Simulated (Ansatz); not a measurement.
Method: DFT PBE, scalar-relativistic, plane waves, PAW in Ansatz. Settings: cutoff 420 eV, Γ-centred meshes spaced at most about 0.3 Å⁻¹ (2π included), Gaussian smearing. No spin polarisation in the final relaxations.

Temperature and zero-point effects are left out. Lower structures may exist.

Question: Which of these relaxed structures of La2O3 is the lowest in energy?
A.

Space group P4mm (No. 99). a = 4.033 Å, b = 4.033 Å, c = 5.988 Å, α = 90.00°, β = 90.00°, γ = 90.00°
```json
{"atom": "La", "site": "1a", "symmetry": "4mm", "x": "0.0000", "y": "0.0000", "z": "0.8306"}
{"atom": "La", "site": "1b", "symmetry": "4mm", "x": "0.5000", "y": "0.5000", "z": "0.2451"}
{"atom": "O", "site": "1b", "symmetry": "4mm", "x": "0.5000", "y": "0.5000", "z": "0.6211"}
{"atom": "O", "site": "2c", "symmetry": "2mm.", "x": "0.5000", "y": "0.0000", "z": "0.0474"}
```

B.

Space group P-3m1 (No. 164). a = 3.940 Å, b = 3.940 Å, c = 6.188 Å, α = 90.00°, β = 90.00°, γ = 120.00°
```json
{"atom": "La", "site": "2d", "symmetry": "3m.", "x": "0.6667", "y": "0.3333", "z": "0.7526"}
{"atom": "O", "site": "2d", "symmetry": "3m.", "x": "0.6667", "y": "0.3333", "z": "0.3547"}
{"atom": "O", "site": "1a", "symmetry": "-3m.", "x": "0.0000", "y": "0.0000", "z": "0.0000"}
```

C.

Space group P6/mmm (No. 191). a = 6.372 Å, b = 6.372 Å, c = 3.287 Å, α = 90.00°, β = 90.00°, γ = 120.00°
```tsv
atom	site	symmetry	x	y	z
La	2d	-6m2	0.3333	0.6667	0.5000
O	3f	mmm	0.5000	0.5000	0.0000
```

Answer: B. It has the La2O3 (A sesquioxide) type, space group P-3m1 (No. 164); the next, C, with space group P6/mmm (No. 191), lies 210 meV/atom higher. Counting O atoms around La (those within 1.25 times the shortest such distance or 1.15 times the sum of covalent radii; a plus sign parts nearer from farther groups), the lowest has La 4+3 and the next has La 6.

The P-3m1 cell at 16.6 Å³/atom was relaxed from a Materials Project cell. The P6/mmm cell at 23.1 Å³/atom was relaxed from a cell as deposited in COD. With atoms moved at random, P-3m1 came back. Other cells relaxed within their symmetry can be saddle points. The part of the Crystallography Open Database at hand lists La2O3 in space groups No. 150, 206; no cell shown has one of them. Some structure types and database cells were kept out of the candidates from the start, so a known form may be missing.
